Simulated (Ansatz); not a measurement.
# Mo (P6/mmm) under several functionals

Plane-wave DFT in Ansatz with scalar-relativistic PAW potentials. The same structure was relaxed (cell and atoms, symmetry kept) in separate runs at each level. This form isn't the element's structure at ambient conditions. No spin polarisation.

| level | cutoff (eV) | k mesh | V (Å³/atom) | a (Å) | c (Å) |
| --- | --- | --- | --- | --- | --- |
| PBEsol | 420 | 18×18×16 | 16.231 | 2.742 | 2.492 |
| PBE+D3(BJ) | 420 | 18×18×16 | 16.270 | 2.741 | 2.500 |
| r2SCAN | 500 | 18×18×16 | 16.581 | 2.749 | 2.534 |

Q: Where does PBE (420 eV, k mesh 18×18×16) fall?

A: V (Å³/atom) 16.787, a (Å) 2.770, c (Å) 2.526. Its volume is the largest of the set. The usual order of volumes, PBEsol < PBE, holds here (16.231, 16.787 Å³/atom). As a rule PBEsol, built on the gradient expansion of slowly varying densities, lies between LDA and PBE; PBE's stronger gradient term for exchange weakens bonds. Adding D3 to PBE changes the volume by -3.1 %; the term is attractive, so it pulls cells in. In metals the pairwise form ignores screening by the conduction electrons and often pulls in too far. r2SCAN lies 1.2 % under PBE in volume.